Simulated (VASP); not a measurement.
Rb, 1 atom in the cell. Symmetry: I4/mmm, No. 139, tetragonal system. Conventional cell: a = 5.909 Å, b = 5.909 Å, c = 5.462 Å, α = 90.00°, β = 90.00°, γ = 90.00°. This isn't the form of Rb at room conditions, which is bcc.

| Property | Result |
| --- | --- |
| Program | VASP 6.6.1 |
| Task | single point |
| Functional | r2SCAN |
| Potentials or basis | VASP PAW PBE potentials, release 64 (Rb_sv) |
| Cutoff | 520 eV |
| k mesh | 10 × 10 × 10 |
| Occupations | gaussian, width 0.1 eV |
| Spin | no spin polarisation |
| Dipole correction | no |
| Further INCAR settings | ALGO = Normal; EDIFF = 1e-07; NBANDS = 10 |

Potentials or basis: VASP PAW PBE potentials, release 64 (Rb_sv).

Command:

```bash
$ cat potpaw_PBE.64/Rb_sv/POTCAR > POTCAR
$ cp INCAR.step1 INCAR
$ mpirun -np 1 vasp_std > vasp.out
$ cp INCAR.step2 INCAR
$ mpirun -np 1 vasp_std > vasp.out
```

Hardware: 1 thread of Intel(R) Xeon(R) Platinum 8259CL CPU @ 2.50GHz (Skylake/Cascade Lake), with other jobs on the host.

**Question.** How long does it take, and how much memory?

**Answer.** Run time: 5.9 min on 1 thread of Intel(R) Xeon(R) Platinum 8259CL CPU @ 2.50GHz (Skylake/Cascade Lake) (shared host), peak memory 0.3 GiB. Counts: scf iterations 14, k points 102.
